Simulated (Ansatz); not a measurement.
**Migration of H in HfS2**

Method: DFT PBE+D3(BJ), scalar-relativistic, plane waves, PAW in Ansatz 0.2.0. (420 eV cutoff, 3×3×3 k-mesh, Gaussian smearing of 0.02 eV, no spin polarisation)

Host crystal, relaxed:

```cif
data_structure
_symmetry_space_group_name_H-M 'P 1'
_symmetry_Int_Tables_number 1
_cell_length_a 3.6059
_cell_length_b 3.6059
_cell_length_c 5.7704
_cell_angle_alpha 90.000
_cell_angle_beta 90.000
_cell_angle_gamma 120.000
_cell_volume 64.98
loop_
_atom_site_label
_atom_site_type_symbol
_atom_site_fract_x
_atom_site_fract_y
_atom_site_fract_z
_atom_site_occupancy
Hf1 Hf 0.00000 0.00000 0.00000 1
S1 S 0.66667 0.33333 0.74761 1
S2 S 0.33333 0.66667 0.25239 1
```

In a supercell of 12 host sites with charge -1, interstitial H hops to an equivalent place, moving 2.02 Å between the relaxed ends. Climbing-image nudged elastic band at fixed cell with images 0 (start) to 6 (end), the path measured over all atoms, converged to 0.05 eV/Å; the order of the saddle wasn't checked, and the small cell leaves errors of about a tenth of an eV. Zero-point motion and tunnelling, which matter for H, are left out.

Supercell rows in host cell vectors: 1 0 -1; 1 0 1; -2 -2 0. H was set at (0.312, 0.625, 0.625) of the host cell.

At the relaxed start H has 1 S at 1.37 Å, 2 S at 2.55 Å, 1 S at 2.59 Å.

Spin-orbit coupling is left out, which matters for the bands and energies of heavy elements.

Task: What barrier does the band give, and what surrounds the atom at the top?

Result: 0.15 eV at image 3, where H has 2 S at 1.66 Å, 2 S at 3.05 Å, 2 S at 3.08 Å.

Cost: 1 run of about 9.6 core-minutes, on Intel Xeon Platinum 8488C (Sapphire Rapids) (shared hosts).